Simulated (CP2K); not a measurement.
TiTe:

```
CELL_PARAMETERS angstrom
4.68189 0.00000 0.00000
2.34095 4.05464 0.00000
2.34095 1.35155 3.82275
ATOMIC_POSITIONS crystal
Ti 0.00000 0.00000 0.00000
Te 0.25000 0.25000 0.25000
```

The cell comes from a database or a generator and needn't be the stable form of this composition.

Base run:

| Item | Value |
| --- | --- |
| Program | CP2K 2026.2 |
| Functional | PBEsol |
| Potentials or basis | GTH_POTENTIALS Ti GTH-PBE-q12, Te GTH-PBE-q6; DZVP-MOLOPT-SR-GTH basis |
| Density cutoff | 6123 eV |
| k mesh | 5 × 5 × 5 |
| Occupations | gaussian, width 0.05 eV |
| Spin | collinear spin, ferromagnetic start |
| Starting moments | [2.0, 0.0] μB |
| Hubbard terms | Ti d U = 4.0 eV |

Its results: band gap on the k mesh 0.33 eV, indirect (least direct gap 0.59 eV); net moment 2.00 μB per cell; site moments Ti +2.35; Te -0.35 μB.

**Question.** The run is repeated on the same cell with these changes: hubbard terms from Ti d U = 4.0 eV to Ti d U = 1.0 eV. What comes out?

**Answer.** Band gap on the k mesh none (metal or under the smearing width); net moment 2.00 μB per cell; site moments Ti +2.28; Te -0.28 μB.

Caveats: this program's U acts on Mulliken populations of all basis functions of the shell, so it isn't the U of plane-wave codes; energies scatter by some meV and the pressure isn't listed; the basis of atomic orbitals isn't converged, which shifts pressures, moduli and gaps; the U is typed as a test and isn't derived for this compound; spin-orbit coupling is left out, which moves the levels of the heavy elements (some runs).

A k mesh can miss the band edges.

Not every run made on this cell is shown here.
